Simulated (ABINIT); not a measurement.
TiB2:

```
Ti B
1.0
     3.02920    0.00000    0.00000
    -1.51460    2.62336    0.00000
     0.00000    0.00000    3.22840
Ti B
1 2
Direct
  0.00000 0.00000 0.00000
  0.66667 0.33333 0.50000
  0.33333 0.66667 0.50000
```

- Program: ABINIT 10.8.3 (patched build)
- Task: relaxation of cell and atoms
- Functional: PBE
- Dispersion: D3
- Potentials or basis: JTH PAW PBE v2.0
- Cutoff: 408 eV
- k mesh: 10 × 10 × 8
- Occupations: fermi-dirac, width 0.05 eV
- Spin: no spin polarisation

At the start: pressure -5.3 GPa; volume 8.55 Å³/atom.

Question: Where does the relaxation end?

Answer: Over 6 steps the energy falls by 3.1 meV/atom and the volume is 8.38 Å³/atom (-2.0 %); space group P6/mmm (No. 191, to 0.05 Å).

Step by step:
```csv
step,energy change (eV),largest force (eV/Å),pressure (GPa),volume (Å³)
1,0.0000,0.0000,-5.32,25.66
2,-0.0032,0.0000,-4.29,25.55
3,-0.0091,0.0000,0.12,25.13
4,-0.0091,0.0000,0.03,25.13
5,-0.0091,0.0000,-0.14,25.14
6,-0.0092,0.0000,-0.05,25.13
```

Final structure:
```
Ti B
1.0
     3.01218    0.00000    0.00000
    -1.50609    2.60862    0.00000
     0.00000    0.00000    3.19852
Ti B
1 2
Cartesian
  0.0000 0.0000 0.0000
  1.5061 0.8695 1.5993
  0.0000 1.7391 1.5993
```

Caveat: the log and the count of SCF iterations are those of the last ABINIT call alone; pairwise dispersion overbinds metals, which lowers pressure and volume; the atomic spheres overlap.
